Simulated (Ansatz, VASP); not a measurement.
# C in VASP and in Ansatz

```
C
1.0
     0.00000    2.13308    3.35758
     1.23151    0.00000    3.35758
     1.23151    2.13308    0.00000
C
2
Direct
  0.16667 0.83333 0.16667
  0.83333 0.16667 0.83333
```

Alike in both runs: task single point; functional PBE; k mesh 14 × 14 × 14; occupations gaussian, width 0.02 eV; no spin polarisation.

|  | VASP | Ansatz |
| --- | --- | --- |
| version | VASP 6.6.1 | Ansatz 0.2.0 |
| potentials or method | VASP PAW PBE potentials, release 64 (C) | scalar-relativistic, plane waves, PAW |
| plane-wave cutoff (eV) | 520 | 420 |
| valence electrons in the cell | 8 | 8 |

VASP gave:

```
gap on the k mesh at the Fermi level (eV)       : 0.36
least direct gap on the mesh (eV)               : 0.44
pressure (GPa)                                  : 2.6
largest component of the traceless stress (GPa) : 1.21
rms of the force components (eV/Å)              : 0.018
```

Problem. Which values does Ansatz return?

Solution. gap on the k mesh at the Fermi level (eV): 0.36; least direct gap on the mesh (eV): 0.44; pressure (GPa): 2.1; largest component of the traceless stress (GPa): 1.74; rms of the force components (eV/Å): 0.018.

Atom by atom the forces differ by 0.000 eV/Å (rms over components).
